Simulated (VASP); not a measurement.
# MoH3 (Pm-3m) in VASP: single point with PBE

Aim: the single point of MoH3 with PBE.

Everything below comes from runs of VASP 6.6.1. Logs are shortened: lines on timing, memory, paths and dates and some standing lists are left out, and cuts for length are marked.

### Step 1. The cell of the first run

The structure is cubic, space group Pm-3m (No. 221). The conventional cell has a = 2.917 Å, b = 2.917 Å, c = 2.917 Å, α = 90.00°, β = 90.00°, γ = 90.00°. H (site symmetry 4/mmm) is surrounded by 8 H at 2.06 Å and 4 Mo at 2.06 Å. Mo (site symmetry m-3m) has 12 H at 2.06 Å as nearest neighbours.

The cell was built by a generator and needn't be a form met in nature.

### Step 2. Single point, PBE, collinear spin, typed start (species swapped into the Mg3Al type (Pmm2, No. 25))

Contents of INCAR:

```
PREC     = Accurate       # precision mode
ENCUT    = 520            # plane-wave cutoff, eV
EDIFF    = 1E-7           # SCF threshold, eV
ISMEAR   = 0              # smearing method
SIGMA    = 0.1            # smearing width, eV
LREAL    = F              # projectors in reciprocal space
LASPH    = T              # aspherical terms in the spheres
NELM     = 150            # most SCF steps
ALGO     = Fast           # electronic algorithm
ISIF     = 2              # what is computed and relaxed
LWAVE    = F              # write WAVECAR
LCHARG   = F              # write CHGCAR
ISPIN    = 2              # spin polarisation
MAGMOM   = 0 0 0 0.83     # initial moments
LORBIT   = 11             # projections on sites
LMAXMIX  = 4              # l up to which the mixer works
GGA      = PE             # functional
NBANDS   = 20             # bands
```

Contents of KPOINTS:

```
Automatic mesh
0
Gamma
  16 16 16
```

Contents of POSCAR:

```
MoH3
1.0
    2.9167082091      0.0000000000      0.0000000000
    0.0000000000      2.9167082091      0.0000000000
    0.0000000000      0.0000000000      2.9167082091
H Mo
3 1
Direct
    0.0000000000      0.5000000000      0.0000000000
    0.5000000000      0.0000000000      0.0000000000
    0.0000000000      0.0000000000      0.5000000000
    0.5000000000      0.5000000000      0.5000000000
```

Potentials or basis: VASP PAW PBE potentials, release 64 (H, Mo_sv).

Launch:

```console
> cat potpaw_PBE.64/H/POTCAR potpaw_PBE.64/Mo_sv/POTCAR > POTCAR
> mpirun -np 1 vasp_std > vasp.out
```

OUTCAR:

```text
PREC = Accurate
   ENCUT = 520
   EDIFF = 1E-7
   ISMEAR = 0
   LREAL = F
   LASPH = T
   NELM = 150
   ISIF = 2
   ISPIN = 2
   LORBIT = 11
   GGA = PE

 ion  position               nearest neighbor table
   1  0.000  0.500  0.000-   4 2.06   4 2.06   4 2.06   4 2.06
   2  0.500  0.000  0.000-   4 2.06   4 2.06   4 2.06   4 2.06
   3  0.000  0.000  0.500-   4 2.06   4 2.06   4 2.06   4 2.06
   4  0.500  0.500  0.500-   1 2.06   2 2.06   3 2.06   1 2.06   2 2.06   2 2.06   3 2.06   2 2.06
                             1 2.06   3 2.06   1 2.06   3 2.06

  LATTYP: Found a simple cubic cell.
 ALAT       =     2.9167082091

  Lattice vectors:

 A1 = (   2.9167082091,   0.0000000000,   0.0000000000)
 A2 = (   0.0000000000,   2.9167082091,   0.0000000000)
 A3 = (   0.0000000000,   0.0000000000,   2.9167082091)

Analysis of symmetry for initial positions (statically):
=====================================================================
 Subroutine PRICEL returns:
 Original cell was already a primitive cell.

 Routine SETGRP: Setting up the symmetry group for a
 simple cubic supercell.

 Subroutine GETGRP returns: Found 48 space group operations
 (whereof 48 operations were pure point group operations)
 out of a pool of 48 trial point group operations.

The static configuration has the point symmetry O_h .

Analysis of symmetry for dynamics (positions and initial velocities):
=====================================================================
 Subroutine PRICEL returns:
 Original cell was already a primitive cell.

 Routine SETGRP: Setting up the symmetry group for a
 simple cubic supercell.

 Subroutine GETGRP returns: Found 48 space group operations
 (whereof 48 operations were pure point group operations)
 out of a pool of 48 trial point group operations.

The dynamic configuration has the point symmetry O_h .

Analysis of structural, dynamic, and magnetic symmetry:
=====================================================================
 Subroutine PRICEL returns:
 Original cell was already a primitive cell.

 Routine SETGRP: Setting up the symmetry group for a
 simple cubic supercell.

 Subroutine GETGRP returns: Found 48 space group operations
 (whereof 48 operations were pure point group operations)
 out of a pool of 48 trial point group operations.

The overall configuration has the point symmetry O_h .

 Subroutine INISYM returns: Found 48 space group operations
 (whereof 48 operations are pure point group operations),
 and found     1 'primitive' translations

----------------------------------------------------------------------------------------

                                     Primitive cell

  volume of cell :      24.8130

  direct lattice vectors                    reciprocal lattice vectors
     2.916708209  0.000000000  0.000000000     0.342852260  0.000000000  0.000000000
     0.000000000  2.916708209  0.000000000     0.000000000  0.342852260  0.000000000
     0.000000000  0.000000000  2.916708209     0.000000000  0.000000000  0.342852260

  length of vectors
     2.916708209  2.916708209  2.916708209     0.342852260  0.342852260  0.342852260

  position of ions in fractional coordinates (direct lattice)
     0.000000000  0.500000000  0.000000000
     0.500000000  0.000000000  0.000000000
     0.000000000  0.000000000  0.500000000
     0.500000000  0.500000000  0.500000000

  ion indices of the primitive-cell ions
   primitive index   ion index
                 1           1
                 2           2
                 3           3
                 4           4

----------------------------------------------------------------------------------------

 KPOINTS: Automatic mesh

Automatic generation of k-mesh.
 Grid dimensions read from file:
 generate k-points for:   16   16   16

 Generating k-lattice:

  Cartesian coordinates                     Fractional coordinates (reciprocal lattice)
     0.021428266  0.000000000  0.000000000     0.062500000  0.000000000  0.000000000
     0.000000000  0.021428266  0.000000000     0.000000000  0.062500000  0.000000000
     0.000000000  0.000000000  0.021428266     0.000000000  0.000000000  0.062500000

  Length of vectors
     0.021428266  0.021428266  0.021428266

  Shift w.r.t. Gamma in fractional coordinates (k-lattice)
     0.000000000  0.000000000  0.000000000

 Subroutine IBZKPT returns following result:
 ===========================================

 Found    165 irreducible k-points:

 Following reciprocal coordinates:
            Coordinates               Weight
  0.000000  0.000000  0.000000      1.000000
  0.062500  0.000000  0.000000      6.000000
  0.125000  0.000000  0.000000      6.000000
  0.187500  0.000000  0.000000      6.000000
  0.250000  0.000000  0.000000      6.000000
  0.312500  0.000000  0.000000      6.000000
[... 16 lines left out ...]
  0.437500  0.125000  0.000000     24.000000
  0.500000  0.125000  0.000000     12.000000
 [... further k-points ...]
   k-points           NKPTS =    165   k-points in BZ     NKDIM =    165   number of bands    NBANDS=     20
   number of dos      NEDOS =    301   number of ions     NIONS =      4
   total plane-waves  NPLWV =  13824
   dimension x,y,z NGX =    24 NGY =   24 NGZ =   24
   dimension x,y,z NGXF=    48 NGYF=   48 NGZF=   48
   ions per type =               3   1
   NGX,Y,Z   is equivalent  to a cutoff of  13.68, 13.68, 13.68 a.u.
   NGXF,Y,Z  is equivalent  to a cutoff of  27.36, 27.36, 27.36 a.u.
 SYSTEM =  unknown system
   PREC   = accura    normal or accurate (medium, high low for compatibility)
   ISTART =      0    job   : 0-new  1-cont  2-samecut
   ICHARG =      2    charge: 1-file 2-atom 10-const
   ISPIN  =      2    spin polarized calculation?
   LNONCOLLINEAR =      F non collinear calculations
   LSORBIT =      F    spin-orbit coupling
   LASPH  =      T    aspherical Exc in radial PAW
   ENCUT  =  520.0 eV  38.22 Ry    6.18 a.u.   5.42  5.42  5.42*2*pi/ulx,y,z
   NELM   =    150;   NELMIN=  2; NELMDL= -5     # of ELM steps
   EDIFF  = 0.1E-06   stopping-criterion for ELM
   LREAL  =      F    real-space projection
   EDIFFG = 0.1E-05   stopping-criterion for IOM
   NSW    =      0    number of steps for IOM
   IBRION =     -1    ionic relax: 0-MD 1-quasi-New 2-CG
   NFREE  =      0    steps in history (QN), initial steepest desc. (CG)
   ISIF   =      2    stress and relaxation
   ISYM   =      2    0-nonsym 1-usesym 2-fastsym
   POTIM  = 0.5000    time-step for ionic-motion
   TEBEG  =    0.0;   TEEND  =   0.0 temperature during run
   PSTRESS=    0.0 pullay stress
   NELECT =      17.0000    total number of electrons
   NUPDOWN=      -1.0000    fix difference up-down
   EMIN   =  10.00;   EMAX   =-10.00  energy-range for DOS
   EFERMI =   0.00;   METHOD = LEGACY
   ISMEAR =     0;   SIGMA  =   0.10  broadening in eV -4-tet -1-fermi 0-gaus
   EFERMI_NEDOS =   21; number of points for ismear=-14 and -15
   IALGO  =     68    algorithm
   IMIX   =      4    mixing-type and parameters
     AMIX     =   0.40;   BMIX     =  1.00
     AMIX_MAG =   1.60;   BMIX_MAG =  1.00
  volume/ion in A,a.u.               =       6.20        41.86
  Fermi-wavevector in a.u.,A,eV,Ry     =   1.443217  2.727284 28.339220  2.082874
  Thomas-Fermi vector in A             =   2.561649
   LORBIT       =     11    0 simple, 1 ext, 2 COOP (PROOUT), +10 PAW based schemes
   GGA     = PE    functional components
   LHFCALC =     F    Hartree Fock is set to
   AEXX    =    0.0000 exact exchange contribution
   IVDW    =     0    specifies the selected vdW correction
   LEPSILON=     F    determine dielectric tensor
   LRPA    =     F    only Hartree local field effects (RPA)
 spin polarized calculation
 RMM-DIIS sequential band-by-band and
 Gauss-broadening in eV      SIGMA  =   0.10
  energy-cutoff  :      520.00
  volume of cell :       24.81
 maximum number of plane-waves:       691
 NGX is ok and might be reduce to    24
   NGX = 11   NGY = 11   NGZ = 11

 number of electron      16.9999997 magnetization       0.9994227

 Free energy of the ion-electron system (eV)
  ---------------------------------------------------
  ext. energy  EPLUGINS =         0.00000000
  ---------------------------------------------------
  free energy    TOTEN  =       -19.82908463 eV

  energy without entropy =      -19.81939927  energy(sigma->0) =      -19.82424195

 E-fermi :   9.0692     XC(G=0): -12.3153

 val. band max:        9.0610007204   @ k =   0.4375   0.3125   0.0000
 cond. band min:       9.0726809628   @ k =   0.5000   0.4375   0.3125
 fundamental gap:      0.0116802424
 Fermi energy:         9.0691946795

 spin component 1

 k-point     1 :       0.0000    0.0000    0.0000
  band No.  band energies     occupation
      1     -52.5644      1.00000
      2     -26.4277      1.00000
      3     -26.4277      1.00000
      4     -26.4277      1.00000
      5      -2.8580      1.00000
      6       3.4199      1.00000
[... 12 lines left out ...]
     19      27.4427      0.00000
[... 513 lines left out ...]
      4     -26.3679      1.00000
      5       1.3586      1.00000
      6       1.4413      1.00000
[... 12 lines left out ...]
     19      29.6336      0.00000
     20      32.2402      0.00000

 [... further k-points ...]

 spin component 2

 k-point     1 :       0.0000    0.0000    0.0000
  band No.  band energies     occupation
      1     -51.9695      1.00000
      2     -25.7697      1.00000
      3     -25.7697      1.00000
      4     -25.7697      1.00000
      5      -2.6867      1.00000
      6       3.7383      1.00000
[... 12 lines left out ...]
     19      27.8386      0.00000
[... 513 lines left out ...]
      4     -25.7102      1.00000
      5       1.4783      1.00000
      6       1.6709      1.00000
[... 12 lines left out ...]
     19      29.7257      0.00000
     20      32.5726      0.00000

 [... further k-points ...]
[... 5 lines left out ...]
  --------------------------------------------------------------------------------------
  -------------------------------------------------------------------------------------
  Total        0.0025582      0.0025582      0.0025582      0.0000000     -0.0000000      0.0000000
  in kB        0.1651806      0.1651806      0.1651806      0.0000000     -0.0000000      0.0000000
  external PRESSURE =       0.1651806 kB  Pullay stress =       0.0000000 kB

 VOLUME and BASIS-vectors are now :
 -----------------------------------------------------------------------------
  energy-cutoff  :      520.00
  volume of cell :       24.81
      direct lattice vectors                 reciprocal lattice vectors
     2.916708209  0.000000000  0.000000000     0.342852260  0.000000000  0.000000000
     0.000000000  2.916708209  0.000000000     0.000000000  0.342852260  0.000000000
     0.000000000  0.000000000  2.916708209     0.000000000  0.000000000  0.342852260

 POSITION                                       TOTAL-FORCE (eV/Angst)
 -----------------------------------------------------------------------------------
      0.00000      1.45835      0.00000         0.000000      0.000000      0.000000
      1.45835      0.00000      0.00000         0.000000      0.000000      0.000000
      0.00000      0.00000      1.45835         0.000000      0.000000      0.000000
      1.45835      1.45835      1.45835         0.000000      0.000000      0.000000
 -----------------------------------------------------------------------------------
    total drift:                                0.000000     -0.000000     -0.000000

  FREE ENERGIE OF THE ION-ELECTRON SYSTEM (eV)
  ---------------------------------------------------
  free  energy   TOTEN  =       -19.8290846295 eV

  energy  without entropy=      -19.8193992728  energy(sigma->0) =      -19.82424195

 total charge

# of ion       s       p       d       tot
------------------------------------------
    1        0.504   0.023   0.000   0.526
    2        0.504   0.023   0.000   0.526
    3        0.504   0.023   0.000   0.526
    4        2.270   6.170   4.009  12.449
--------------------------------------------------
tot          3.782   6.237   4.009  14.028

 magnetization (x)

# of ion       s       p       d       tot
------------------------------------------
    1       -0.014   0.005   0.000  -0.009
    2       -0.014   0.005   0.000  -0.009
    3       -0.014   0.005   0.000  -0.009
    4        0.023   0.019   0.872   0.915
--------------------------------------------------
tot         -0.018   0.034   0.872   0.887
```

Run time: 78 s. Hardware: 1 thread of Intel Xeon Platinum 8488C (Sapphire Rapids), shared host; peak memory 0.24 GiB.

Results:

```yaml
Free_energy: -19.8291 eV
Pressure: 0.0 GPa
Band_gap_on_the_k_mesh: none (metal or under the smearing width)
Net_moment: 1.00 μB per cell
Site_moments: H -0.01; Mo +0.92 μB
Valence_electrons_inside_the_program's_atomic_spheres: H 0.53; Mo 12.45
```
